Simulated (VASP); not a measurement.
# AlN (Fm-3m) in VASP: phonons with LDA

Aim: the phonons of AlN with LDA.

All numbers are computed with VASP 6.6.1; they aren't measurements. Logs are shortened: lines on timing, memory, paths and dates and some standing lists are left out, and cuts for length are marked.

### 1 The structure

It takes space group Fm-3m (No. 225, cubic). Conventional cell: a = 4.069 Å, b = 4.069 Å, c = 4.069 Å, α = 90.00°, β = 90.00°, γ = 90.00°. Around Al (site symmetry m-3m) lie 6 N at 2.03 Å. Around N (site symmetry m-3m) lie 6 Al at 2.03 Å.

Measurements of this composition are mostly on another form, of space group No. 186.

### 2 Phonons, LDA

POSCAR reads:

```
AlN
1.0
    0.0000000000      2.0345180000      2.0345180000
    2.0345180000      0.0000000000      2.0345180000
    2.0345180000      2.0345180000      0.0000000000
Al N
1 1
Direct
    0.5000000000      0.5000000000      0.5000000000
    0.0000000000      0.0000000000      0.0000000000
```

INCAR.step1 reads:

```
SYSTEM = AlN
PREC = Accurate
ENCUT = 600
EDIFF = 1E-8
ISMEAR = 0
SIGMA = 0.02
LREAL = .FALSE.
LASPH = .TRUE.
NELM = 60
ALGO = Normal
ISIF = 3
LWAVE = .FALSE.
LCHARG = .FALSE.
GGA = CA
IBRION = 2
NSW = 40
EDIFFG = -0.002
```

INCAR.step2 reads:

```
SYSTEM = AlN
PREC = Accurate
ENCUT = 600
EDIFF = 1E-8
ISMEAR = 0
SIGMA = 0.02
LREAL = .FALSE.
LASPH = .TRUE.
NELM = 60
ALGO = Normal
ISIF = 2
LWAVE = .FALSE.
LCHARG = .FALSE.
GGA = CA
IBRION = 8
NSW = 1
```

KPOINTS reads:

```
regular mesh
0
G
  12 12 12
  0 0 0
```

Potentials or basis: VASP PAW LDA potentials, release 64 (Al, N).

Command:

```
$ cat potpaw_LDA.64/Al/POTCAR potpaw_LDA.64/N/POTCAR > POTCAR
$ cp INCAR.step1 INCAR
$ mpirun -np 1 vasp_std > vasp.out
$ cp CONTCAR POSCAR
$ cp INCAR.step2 INCAR
$ mpirun -np 1 vasp_std > vasp.out
```

OUTCAR:

```text
SYSTEM = AlN
   PREC = Accurate
   ENCUT = 600
   EDIFF = 1E-8
   ISMEAR = 0
   LREAL = .FALSE.
   LASPH = .TRUE.
   NELM = 60
   ISIF = 2
   GGA = CA
   IBRION = 8
   NSW = 1

 ion  position               nearest neighbor table
   1  0.500  0.500  0.500-   2 2.01   2 2.01   2 2.01   2 2.01   2 2.01   2 2.01
   2  0.000  0.000  0.000-   1 2.01   1 2.01   1 2.01   1 2.01   1 2.01   1 2.01

  LATTYP: Found a face centered cubic cell.
 ALAT       =     4.0133239411

  Lattice vectors:

 A1 = (   0.0000000000,   2.0066619705,   2.0066619705)
 A2 = (   2.0066619705,   0.0000000000,   2.0066619705)
 A3 = (   2.0066619705,   2.0066619705,   0.0000000000)

Analysis of symmetry for initial positions (statically):
=====================================================================
 Subroutine PRICEL returns:
 Original cell was already a primitive cell.

 Routine SETGRP: Setting up the symmetry group for a
 face centered cubic supercell.

 Subroutine GETGRP returns: Found 48 space group operations
 (whereof 48 operations were pure point group operations)
 out of a pool of 48 trial point group operations.

The static configuration has the point symmetry O_h .

Analysis of symmetry for dynamics (positions and initial velocities):
=====================================================================
 Subroutine PRICEL returns:
 Original cell was already a primitive cell.

 Routine SETGRP: Setting up the symmetry group for a
 face centered cubic supercell.

 Subroutine GETGRP returns: Found 48 space group operations
 (whereof 48 operations were pure point group operations)
 out of a pool of 48 trial point group operations.

The dynamic configuration has the point symmetry O_h .

 Subroutine INISYM returns: Found 48 space group operations
 (whereof 48 operations are pure point group operations),
 and found     1 'primitive' translations

----------------------------------------------------------------------------------------

                                     Primitive cell

  volume of cell :      16.1604

  direct lattice vectors                    reciprocal lattice vectors
     0.000000000  2.006661971  2.006661971    -0.249170018  0.249170018  0.249170018
     2.006661971  0.000000000  2.006661971     0.249170018 -0.249170018  0.249170018
     2.006661971  2.006661971  0.000000000     0.249170018  0.249170018 -0.249170018

  length of vectors
     2.837848574  2.837848574  2.837848574     0.431575131  0.431575131  0.431575131

  position of ions in fractional coordinates (direct lattice)
     0.500000000  0.500000000  0.500000000
     0.000000000  0.000000000  0.000000000

  ion indices of the primitive-cell ions
   primitive index   ion index
                 1           1
                 2           2

----------------------------------------------------------------------------------------

 KPOINTS: regular mesh

Automatic generation of k-mesh.
 Grid dimensions read from file:
 generate k-points for:   12   12   12

 Generating k-lattice:

  Cartesian coordinates                     Fractional coordinates (reciprocal lattice)
    -0.020764168  0.020764168  0.020764168     0.083333333  0.000000000  0.000000000
     0.020764168 -0.020764168  0.020764168     0.000000000  0.083333333  0.000000000
     0.020764168  0.020764168 -0.020764168     0.000000000  0.000000000  0.083333333

  Length of vectors
     0.035964594  0.035964594  0.035964594

  Shift w.r.t. Gamma in fractional coordinates (k-lattice)
     0.000000000  0.000000000  0.000000000

 Subroutine IBZKPT returns following result:
 ===========================================

 Found     72 irreducible k-points:

 Following reciprocal coordinates:
            Coordinates               Weight
  0.000000  0.000000  0.000000      1.000000
  0.083333  0.000000  0.000000      8.000000
  0.166667  0.000000  0.000000      8.000000
  0.250000  0.000000  0.000000      8.000000
  0.333333  0.000000  0.000000      8.000000
  0.416667  0.000000  0.000000      8.000000
[... 16 lines left out ...]
  0.500000  0.166667  0.000000     24.000000
 -0.416667  0.166667  0.000000     24.000000
 [... further k-points ...]
   k-points           NKPTS =     72   k-points in BZ     NKDIM =     72   number of bands    NBANDS=      8
   number of dos      NEDOS =    301   number of ions     NIONS =      2
   total plane-waves  NPLWV =  13824
   dimension x,y,z NGX =    24 NGY =   24 NGZ =   24
   dimension x,y,z NGXF=    48 NGYF=   48 NGZF=   48
   ions per type =               1   1
   NGX,Y,Z   is equivalent  to a cutoff of  14.06, 14.06, 14.06 a.u.
   NGXF,Y,Z  is equivalent  to a cutoff of  28.12, 28.12, 28.12 a.u.
 SYSTEM =  AlN
   PREC   = accura    normal or accurate (medium, high low for compatibility)
   ISTART =      0    job   : 0-new  1-cont  2-samecut
   ICHARG =      2    charge: 1-file 2-atom 10-const
   ISPIN  =      1    spin polarized calculation?
   LNONCOLLINEAR =      F non collinear calculations
   LSORBIT =      F    spin-orbit coupling
   LASPH  =      T    aspherical Exc in radial PAW
   ENCUT  =  600.0 eV  44.10 Ry    6.64 a.u.   5.67  5.67  5.67*2*pi/ulx,y,z
   NELM   =     60;   NELMIN=  2; NELMDL=  0     # of ELM steps
   EDIFF  = 0.1E-07   stopping-criterion for ELM
   LREAL  =      F    real-space projection
   EDIFFG = 0.1E-06   stopping-criterion for IOM
   NSW    =      1    number of steps for IOM
   IBRION =      8    ionic relax: 0-MD 1-quasi-New 2-CG
   NFREE  =      0    steps in history (QN), initial steepest desc. (CG)
   ISIF   =      2    stress and relaxation
   ISYM   =      2    0-nonsym 1-usesym 2-fastsym
   POTIM  = 0.5000    time-step for ionic-motion
   TEBEG  =    0.0;   TEEND  =   0.0 temperature during run
   PSTRESS=    0.0 pullay stress
   NELECT =       8.0000    total number of electrons
   NUPDOWN=      -1.0000    fix difference up-down
   EMIN   =  10.00;   EMAX   =-10.00  energy-range for DOS
   EFERMI =   0.00;   METHOD = LEGACY
   ISMEAR =     0;   SIGMA  =   0.02  broadening in eV -4-tet -1-fermi 0-gaus
   EFERMI_NEDOS =   21; number of points for ismear=-14 and -15
   IALGO  =     38    algorithm
   IMIX   =      4    mixing-type and parameters
     AMIX     =   0.40;   BMIX     =  1.00
     AMIX_MAG =   1.60;   BMIX_MAG =  1.00
  volume/ion in A,a.u.               =       8.08        54.53
  Fermi-wavevector in a.u.,A,eV,Ry     =   1.295052  2.447294 22.819150  1.677160
  Thomas-Fermi vector in A             =   2.426596
   LORBIT       =      0    0 simple, 1 ext, 2 COOP (PROOUT), +10 PAW based schemes
   GGA     = CA    functional components
   LHFCALC =     F    Hartree Fock is set to
   AEXX    =    0.0000 exact exchange contribution
   IVDW    =     0    specifies the selected vdW correction
   LEPSILON=     F    determine dielectric tensor
   LRPA    =     F    only Hartree local field effects (RPA)
 non-spin polarized calculation
 Gauss-broadening in eV      SIGMA  =   0.02
  energy-cutoff  :      600.00
  volume of cell :       16.16
 maximum number of plane-waves:       552
   NGX = 11   NGY = 11   NGZ = 11

--------------------------------------- Ionic step        1  -------------------------------------------

 number of electron       8.0000000 magnetization

 Free energy of the ion-electron system (eV)
  ---------------------------------------------------
  ext. energy  EPLUGINS =         0.00000000
  ---------------------------------------------------
  free energy    TOTEN  =       -16.23143276 eV

  energy without entropy =      -16.23143276  energy(sigma->0) =      -16.23143276

 E-fermi :  10.1379     XC(G=0): -12.6786

 val. band max:       10.0034825855   @ k =   0.0000   0.0000   0.0000
 cond. band min:      14.6801999084   @ k =   0.5000   0.5000   0.0000
 fundamental gap:      4.6767173229
 Fermi energy:        10.1379320810

 k-point     1 :       0.0000    0.0000    0.0000
  band No.  band energies     occupation
      1      -7.6101      2.00000
      2      10.0035      2.00000
      3      10.0035      2.00000
      4      10.0035      2.00000
      5      16.1015      0.00000
      6      22.0954      0.00000
      7      22.0954      0.00000
      8      22.0954      0.00000
[... 243 lines left out ...]
 k-point    24 :      -0.4167    0.1667    0.0000
  band No.  band energies     occupation
      1      -3.9011      2.00000
      2       2.1267      2.00000
      3       6.8889      2.00000
      4       8.5365      2.00000
      5      17.5960      0.00000
      6      19.5180      0.00000
      7      22.0762      0.00000
      8      22.8646      0.00000

 [... further k-points ...]
[... 5 lines left out ...]
  --------------------------------------------------------------------------------------
  -------------------------------------------------------------------------------------
  Total        0.0036742      0.0036742      0.0036742      0.0000000      0.0000000      0.0000000
  in kB        0.3642713      0.3642713      0.3642713      0.0000000      0.0000000      0.0000000
  external PRESSURE =       0.3642713 kB  Pullay stress =       0.0000000 kB

 VOLUME and BASIS-vectors are now :
 -----------------------------------------------------------------------------
  energy-cutoff  :      600.00
  volume of cell :       16.16
      direct lattice vectors                 reciprocal lattice vectors
     0.000000000  2.006661971  2.006661971    -0.249170018  0.249170018  0.249170018
     2.006661971  0.000000000  2.006661971     0.249170018 -0.249170018  0.249170018
     2.006661971  2.006661971  0.000000000     0.249170018  0.249170018 -0.249170018

 POSITION                                       TOTAL-FORCE (eV/Angst)
 -----------------------------------------------------------------------------------
      2.00666      2.00666      2.00666         0.000000     -0.000000     -0.000000
      0.00000      0.00000      0.00000        -0.000000      0.000000      0.000000
 -----------------------------------------------------------------------------------
    total drift:                                0.000000     -0.000000     -0.000000

  FREE ENERGIE OF THE ION-ELECTRON SYSTEM (eV)
  ---------------------------------------------------
  free  energy   TOTEN  =       -16.2314327623 eV

  energy  without entropy=      -16.2314327623  energy(sigma->0) =      -16.23143276

[... ionic steps 2 to 3 ...]

--------------------------------------- Ionic step        4  -------------------------------------------

------------------------ aborting loop because EDIFF is reached ----------------------------------------

[... ionic steps 5 to 6 ...]

--------------------------------------- Ionic step        7  -------------------------------------------

 Free energy of the ion-electron system (eV)
  ---------------------------------------------------
  ---------------------------------------------------
  free energy    TOTEN  =        -0.23338384 eV

  energy without entropy =       -0.23338384

------------------------ aborting loop because EDIFF is reached ----------------------------------------

 INTERNAL STRAIN TENSOR  FOR ION    2  DIRECTION 1   (eV/Angst):
 -----------------------------------------------------------------------------
    -0.02072 -0.00000 -0.00000
    -0.00000  0.01444 -0.00000
     0.00000 -0.00000  0.01444

 INTERNAL STRAIN TENSOR FOR ION    2 for displacements in x,y,z  (eV/Angst):
          X           Y           Z          XY          YZ          ZX
  --------------------------------------------------------------------------------
  x     0.00000     0.00000     0.00000     0.00000     0.00000     0.00000
  y     0.00000     0.00000     0.00000     0.00000     0.00000     0.00000
  z     0.00000     0.00000     0.00000     0.00000     0.00000     0.00000

 SECOND DERIVATIVES (NOT SYMMETRIZED)
 ------------------------------------
               1X          1Y          1Z          2X          2Y          2Z
  1X    -7.890305    0.000000    0.000000    7.890305    0.000000    0.000000
  1Y     0.000000   -7.890305    0.000000    0.000000    7.890305    0.000000
  1Z     0.000000    0.000000   -7.890305    0.000000    0.000000    7.890305
  2X     7.892025    0.000000    0.000000   -7.892025    0.000000    0.000000
  2Y     0.000000    7.892025    0.000000    0.000000   -7.892025    0.000000
  2Z     0.000000    0.000000    7.892025    0.000000    0.000000   -7.892025

 Eigenvectors and eigenvalues of the dynamical matrix
 ----------------------------------------------------

   1 f  =   14.464946 THz    90.885936 2PiTHz  482.498662 cm-1    59.822183 meV
             X         Y         Z           dx          dy          dz
      2.006662  2.006662  2.006662     0.000000    0.584456    0.000000
      0.000000  0.000000  0.000000     0.000000   -0.811425    0.000000
[... 21 lines left out ...]
   6 f/i=    0.000748 THz     0.004699 2PiTHz    0.024948 cm-1     0.003093 meV
             X         Y         Z           dx          dy          dz
      2.006662  2.006662  2.006662     0.000000    0.000000    0.811425
      0.000000  0.000000  0.000000     0.000000    0.000000    0.584456

--------------------------------------------------------------------------------------------------------

 ELASTIC MODULI CONTR FROM IONIC RELAXATION (kBar)
 Direction    XX          YY          ZZ          XY          YZ          ZX
 --------------------------------------------------------------------------------
 XX           0.0000      0.0000      0.0000      0.0000      0.0000      0.0000
 YY           0.0000      0.0000      0.0000      0.0000      0.0000      0.0000
 ZZ           0.0000      0.0000      0.0000      0.0000      0.0000      0.0000
 XY           0.0000      0.0000      0.0000      0.0000      0.0000      0.0000
 YZ           0.0000      0.0000      0.0000      0.0000      0.0000      0.0000
 ZX           0.0000      0.0000      0.0000      0.0000      0.0000      0.0000
 --------------------------------------------------------------------------------
```

Wall time 65 s (1 thread of AMD EPYC 9R45 (Zen 5), shared host); peak memory 0.15 GiB.

What came out:

```
Relaxed volume                                          : 8.08 Å³/atom
Relaxed cell                                            : a = 2.838 Å, b = 2.838 Å, c = 2.838 Å, α = 60.00°, β = 60.00°, γ = 60.00°
Space group after relaxing (to 0.05 Å)                  : Fm-3m (No. 225)
Highest phonon frequency at Γ, LO-TO splitting left out : 482 cm⁻¹
```

The path:
```csv
step,energy change (eV),largest force (eV/Å),pressure (GPa),volume (Å³)
1,0.0000,0.0000,-10.55,16.84
2,-0.0003,0.0000,11.99,15.53
3,-0.0232,0.0000,-0.08,16.16
4,-0.0232,0.0000,0.15,16.15
5,-0.0232,0.0000,-0.13,16.17
6,-0.0232,0.0000,0.00,16.16
```

Final structure:
```xyz
2
Lattice="0.0000 2.0067 2.0067 2.0067 0.0000 2.0067 2.0067 2.0067 0.0000" Properties=species:S:1:pos:R:3 pbc="T T T"
Al    2.0067    2.0067    2.0067
N     2.0067    2.0067    0.0000
```

Phonon frequencies in cm⁻¹ (negative: imaginary):
| q point | frequencies |
| --- | --- |
| (0.000, 0.000, 0.000) | 0 0 0 482 482 482 |
